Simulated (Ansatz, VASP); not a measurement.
Two plane-wave programs on SrTiO3

The input INCAR:

```
SYSTEM = SrTiO3
  PREC = Accurate
  ENCUT = 520
  EDIFF = 1E-6
  ISMEAR = 0
  SIGMA = 0.05
  LREAL = .FALSE.
  LASPH = .TRUE.
  NELM = 60
  ALGO = Normal
  ISIF = 2
  LWAVE = .FALSE.
  LCHARG = .FALSE.
  GGA = PE
  NBANDS = 28
```

File KPOINTS:

```
Automatic mesh
0
G
  8 8 8
  0 0 0
```

POSCAR

```
SrTiO3
1.0
    3.9512507527      0.2469531720      0.2469531720
    0.2469531720      3.9512507527      0.2469531720
    0.2469531720      0.2469531720      3.9512507527
Sr Ti O
1 1 3
Direct
    0.0000000000      0.0000000000      0.0000000000
    0.5000000000      0.5000000000      0.5000000000
    0.0000000000      0.5000000000      0.5000000000
    0.5000000000      0.0000000000      0.5000000000
    0.5000000000      0.5000000000      0.0000000000
```

Input for Ansatz:

```yaml
crystal:
  lattice:
    - [3.9512507527, 0.246953172, 0.246953172]
    - [0.246953172, 3.9512507527, 0.246953172]
    - [0.246953172, 0.246953172, 3.9512507527]
  atoms:
    - { symbol: Sr, position: [0.0, 0.0, 0.0] }
    - { symbol: Ti, position: [0.5, 0.5, 0.5] }
    - { symbol: O, position: [0.0, 0.5, 0.5] }
    - { symbol: O, position: [0.5, 0.0, 0.5] }
    - { symbol: O, position: [0.5, 0.5, 0.0] }
basis:
  ecutwfc: 420
kpoints:
  mp_grid: { grid: [8, 8, 8] }
hamiltonian:
  xc: pbe
scf:
  occupations: { method: gaussian, width: 0.05 }
output:
  forces: true
  stress: true
  eigenvalues: true
```

Alike in both runs: task single point; functional PBE; k mesh 8 × 8 × 8; occupations gaussian, width 0.05 eV; no spin polarisation.

```csv
,VASP,Ansatz
version,VASP 6.6.1,Ansatz 0.2.0
potentials or method,"VASP PAW PBE potentials, release 64 (Sr_sv, Ti_sv, O)","scalar-relativistic, plane waves, PAW"
plane-wave cutoff (eV),520,420
valence electrons in the cell,40,40
```

|  | VASP | Ansatz | Ansatz less VASP |
| --- | --- | --- | --- |
| gap on the k mesh at the Fermi level (eV) | 1.12 | 1.15 | +0.030 |
| least direct gap on the mesh (eV) | 1.21 | 1.24 | +0.023 |
| pressure (GPa) | 2.3 | 1.5 | -0.70 |
| largest component of the traceless stress (GPa) | 13.08 | 13.02 | -0.058 |

A k mesh can miss the band edges. A hybrid or GW would open this gap; PBE tends to underestimate it.
